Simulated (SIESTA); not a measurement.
The system is Pb.

```
CELL_PARAMETERS angstrom
0.01933 2.46287 2.45281
2.50286 -0.00675 2.47889
2.48132 2.46742 0.01479
ATOMIC_POSITIONS crystal
Pb 0.00000 0.00000 0.00000
```

Base run:

```yaml
Program: SIESTA 5.4.2
Functional: vdW-DF-cx
Potentials_or_basis: PseudoDojo 0.4 standard (PBE files)
Basis: DZP (energy shift 0.003 Ry; two zetas on semicore shells)
Grid_cutoff: 500 Ry
Energy_shift: 0.003 Ry
k_mesh: 9 × 9 × 9
Occupations: fermi-dirac, width 0.05 eV
Spin: no spin polarisation
```

Its results: band gap on the k mesh none (metal or under the smearing width); pressure 0.7 GPa.

**Question.** The run is repeated on the same cell with these changes: functional from vdW-DF-cx to vdW-DF. What comes out?

**Answer.** Band gap on the k mesh none (metal or under the smearing width); pressure 6.0 GPa.

Caveats: the potentials were made for another functional, which shifts forces and pressure; the basis of atomic orbitals isn't converged, which shifts pressures, moduli and gaps.
